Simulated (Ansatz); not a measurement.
Structure types of C were relaxed at one common pressure (all-electron LAPW in Ansatz 0.2.0 under PBE, scalar-relativistic, no spin polarisation, zero temperature). They take these volumes:

| type | space group | V (Å³/atom) |
| --- | --- | --- |
| fcc | Fm-3m | 6.53 |
| bcc | Im-3m | 6.09 |
| distorted hcp | P6_3/mmc | 5.67 |
| distorted omega | P6/mmm | 9.15 |
| graphite | P6_3/mmc | 7.21 |
| diamond | Fd-3m | 5.45 |

Q: At about which pressure, and is the densest type also the lowest in enthalpy?

A: 21 GPa. The densest is diamond, and it is also the lowest in enthalpy among these.
